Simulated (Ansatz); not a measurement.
## An elastic constant from a strain scan in C

Level of theory: DFT PBE+D3(BJ), scalar-relativistic, plane waves, PAW (Ansatz 0.2.0). Cutoff 420 eV, Γ-centred 24×24×2 k-points, Gaussian smearing of 0.15 eV. No spin polarisation. Energies are free energies at this smearing, counted from the undisturbed cell; pressure is positive in compression.

The undisturbed cell (relaxed at this level; this form isn't the usual structure):

```
CELL_PARAMETERS angstrom
2.46527 0.00000 0.00000
-1.23263 2.13498 0.00000
0.00000 0.00000 23.92229
ATOMIC_POSITIONS crystal
C 0.00000 0.00000 0.57116
C 0.00000 0.00000 0.42884
C 0.33333 0.66667 0.42882
C 0.66667 0.33333 0.57118
```

The cell is strained by ε times the Voigt pattern (1, 1, 0, 0, 0, 0) (xx, yy, zz, yz, xz, xy; engineering shear) with fractional coordinates fixed. The cell holds 4 atoms in V0 = 125.91 Å³. The stress column is τ = (1/V0) dE/dε, got from the stress tensor σ (compression positive) at each point as −det(1 + εP) σ : P(1 + εP)⁻¹, with P the pattern as a tensor.

```csv
ε,ΔE (meV/atom),τ (GPa)
-0.1000,904.021,-102.277
-0.0750,483.386,-70.181
-0.0500,204.717,-43.940
-0.0250,48.056,-20.248
0.0000,0.000,-0.011
0.0250,41.447,16.291
0.0500,154.778,29.381
0.0750,325.797,39.861
0.0875,429.186,44.259
0.1000,?,?
```

**Question.** Which combination of elastic constants does this scan measure, and how large is it?

**Answer.** For small ε, τ = τ0 + Kε with K = pᵀCp, which for this pattern is C11 + C22 + 2 C12 in the Cartesian frame shown. The parabola through τ at ε = -0.0250, 0 and 0.0250 has slope K = 731 GPa at zero. The energies per cell, E = NΔE, of the same two points give K = 2[E(ε₊)/ε₊ − E(ε₋)/ε₋]/[(ε₊ − ε₋)V0] = 729 GPa, in agreement. These are clamped-ion values.

**Question.** Predict the withheld row at ε = 0.1000 from the harmonic law, and compare.

**Answer.** ΔE = V0(τ0 ε + Kε²/2)/N = 717.650 meV/atom and τ = 73.07 GPa. The calculation gives 542.757 meV/atom and 48.16 GPa: the energy lies 24 % below the harmonic value, as bonds soften when stretched.

In a metal these slopes depend on the k mesh and the smearing.

Cost: 10 runs of about 0.97 core-minutes in all, on Intel Xeon 6975P-C (Granite Rapids) (shared hosts).